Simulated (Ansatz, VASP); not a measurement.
**Two plane-wave programs on Sb**

```
Sb
1.0
     3.10902    0.00000    0.00000
     0.00000    3.10902    0.00000
     0.00000    0.00000    3.26447
Sb
1
Direct
  0.00000 0.00000 0.00000
```

Alike in both runs: task single point; functional PBEsol; k mesh 16 × 16 × 16; occupations gaussian, width 0.15 eV; no spin polarisation.

```csv
,VASP,Ansatz
version,VASP 6.6.1,Ansatz 0.2.0
potentials or method,"VASP PAW PBE potentials, release 64 (Sb)","scalar-relativistic, plane waves, PAW"
plane-wave cutoff (eV),520,420
valence electrons in the cell,5,15
```

Ansatz gave:

```
gap on the k mesh at the Fermi level (eV)       : none
pressure (GPa)                                  : -4.6
largest component of the traceless stress (GPa) : 2.65
```

Task: Which values does VASP return?

Result: gap on the k mesh at the Fermi level (eV): none; pressure (GPa): -4.6; largest component of the traceless stress (GPa): 2.67.

A gap of «none» marks a metal or a gap that the smearing closes. The two sets of potentials don't hold the same shells in valence.

Caveats: the PAW data sets were made with another functional, which shifts forces and pressure a little (VASP). Spin-orbit coupling is left out, which matters for the levels of Sb.
